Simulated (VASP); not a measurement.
Wanted: the native input for a VASP 6.6.1 run.

```yaml
Task: single point
Functional: LDA
Potentials_or_basis: VASP PAW LDA potentials, release 64 (Mg, I)
Cutoff: 520 eV
k_mesh: 6 × 6 × 4
Occupations: gaussian, width 0.05 eV
Spin: no spin polarisation
Dipole_correction: no
Further_INCAR_settings: ALGO = Fast; EDIFF = 1e-06; NBANDS = 15
```

The structure of MgI2 lies in POSCAR:

```
MgI2
1.0
    4.1834320243      0.0000000000      0.0000000000
   -2.0917160121      3.6229584080      0.0000000000
    0.0000000000      0.0000000000      6.8623682698
Mg I
1 2
Direct
    0.0000000000      0.0000000000      0.0000000000
    0.3333333333      0.6666666667      0.7523486881
    0.6666666667      0.3333333333      0.2476513119
```

The cell isn't the ideal one: shift of I2 along [0 0 1], its symmetry partners moved alike: +0.000 Å in the relaxed cell; volume per atom at fixed shape 34.6696.

These files were run (other wordings do the same):

INCAR

```
PREC = Accurate
ENCUT = 520
EDIFF = 1E-6
ISMEAR = 0
SIGMA = 0.05
LREAL = False
LASPH = True
NELM = 60
ALGO = Fast
ISIF = 2
LWAVE = False
LCHARG = False
GGA = CA
NBANDS = 15
```

KPOINTS

```
regular mesh
0
Gamma
  6 6 4
```

Potentials or basis: VASP PAW LDA potentials, release 64 (Mg, I).

The run is started by

```console
$ cat potpaw_LDA.64/Mg/POTCAR potpaw_LDA.64/I/POTCAR > POTCAR
$ mpirun -np 1 vasp_std > vasp.out
```

It gave:

* Pressure: -2.4 GPa
* Largest force: 0.353 eV/Å
* Band gap on the k mesh: 3.27 eV, direct

Caveat: spin-orbit coupling is left out, which moves the levels of the heavy elements.

Wall time 18 s on 1 thread of AMD EPYC 9R45 96-Core Processor (Zen 5), with other jobs on the host, peak memory 0.17 GiB.
